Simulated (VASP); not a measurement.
Set up this calculation in VASP 6.6.1, as the native input.

```
Task                   : relaxation of cell and atoms
Functional             : PBE
Potentials or basis    : VASP PAW PBE potentials, release 64 (In_d, Ga_d, As)
Cutoff                 : 520 eV
k mesh                 : 4 × 4 × 2
Occupations            : gaussian, width 0.15 eV
Spin                   : no spin polarisation
Further INCAR settings : PREC = Normal; ALGO = Fast; EDIFF = 0.0001; IBRION = 2; EDIFFG = -0.08; NSW = 24; ISIF = 3
```

The structure of In2GaAs3 lies in POSCAR:

```
In2GaAs3
1.0
    3.7018414100      0.0000000000      0.0000000000
    0.0000000000      3.7018414100      0.0000000000
    0.0000000000      0.0000000000     10.6846885400
In Ga As
2 1 3
Direct
    0.0000000000      0.0000000000      0.9999432600
    0.5000000000      0.5000000000      0.5015775000
    0.5000000000      0.5000000000      0.1713354600
    0.0000000000      0.0000000000      0.6746923900
    0.0000000000      0.0000000000      0.3274696500
    0.5000000000      0.5000000000      0.8249817500
```

The cell was built by a generator and needn't be a form met in nature.

These files were run (other wordings do the same):

INCAR

```
PREC     = Normal         # precision mode
ENCUT    = 520            # plane-wave cutoff, eV
EDIFF    = 1E-4           # SCF threshold, eV
ISMEAR   = 0              # smearing method
SIGMA    = 0.15           # smearing width, eV
LREAL    = F              # projectors in reciprocal space
LASPH    = T              # aspherical terms in the spheres
NELM     = 60             # most SCF steps
ALGO     = Fast           # electronic algorithm
ISIF     = 3              # what is computed and relaxed
LWAVE    = F              # write WAVECAR
LCHARG   = F              # write CHGCAR
GGA      = PE             # functional
IBRION   = 2              # ionic algorithm
NSW      = 24             # ionic steps
EDIFFG   = -0.08          # ionic threshold
```

KPOINTS

```
Automatic mesh
0
Gamma
  4 4 2
```

Potentials or basis: VASP PAW PBE potentials, release 64 (In_d, Ga_d, As).

Run with:

```sh
$ cat potpaw_PBE.64/In_d/POTCAR potpaw_PBE.64/Ga_d/POTCAR potpaw_PBE.64/As/POTCAR > POTCAR
$ mpirun -np 1 vasp_std > vasp.out
```

It gave:

```yaml
Relaxed_volume: 23.28 Å³/atom
Relaxed_cell: a = 3.344 Å, b = 3.344 Å, c = 12.491 Å, α = 90.00°, β = 90.00°, γ = 90.00°
Space_group_after_relaxing_to_0.05_Å: P4mm (No. 99)
Energy_gained_by_relaxing: 146.4 meV/atom
Ionic_steps: 22
Pressure_after_relaxing: 0.1 GPa
Largest_force_after_relaxing: 0.080 eV/Å
```

Caveat: the k mesh is coarse (spacing up to 0.42 Å⁻¹), so the values aren't converged; the relaxation stopped at a loose force limit of 0.08 eV/Å, so its end isn't a converged minimum.

It took 3.2 min on 1 thread of Intel(R) Xeon(R) 6975P-C (Granite Rapids), with other jobs on the host, peak memory 0.22 GiB.
